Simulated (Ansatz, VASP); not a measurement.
# Two plane-wave programs on CdSe

```
Cd Se
1.0
     0.00000    3.00438    3.00438
     3.00438    0.00000    3.00438
     3.00438    3.00438    0.00000
Cd Se
1 1
Direct
  0.00000 0.00000 0.00000
  0.25000 0.25000 0.25000
```

Alike in both runs: functional LDA; k mesh 11 × 11 × 11; occupations fermi-dirac, width 0.05 eV; no spin polarisation.

Ansatz relaxed the structure, and its values are those at the end. VASP's run is a single point on that final structure, the one shown.

|  | VASP | Ansatz |
| --- | --- | --- |
| version | VASP 6.6.1 | Ansatz 0.2.0 |
| potentials or method | VASP PAW LDA potentials, release 64 (Cd, Se) | PAW with Ansatz's default frozen-core files, scalar-relativistic |
| plane-wave cutoff (eV) | 520 | 420 |
| valence electrons in the cell | 18 | 36 |

Ansatz gave:

| Quantity | Value |
| --- | --- |
| pressure (GPa) | 0.0 |

Estimate VASP's values.

pressure (GPa): 0.5.

The two sets of potentials don't hold the same shells in valence.
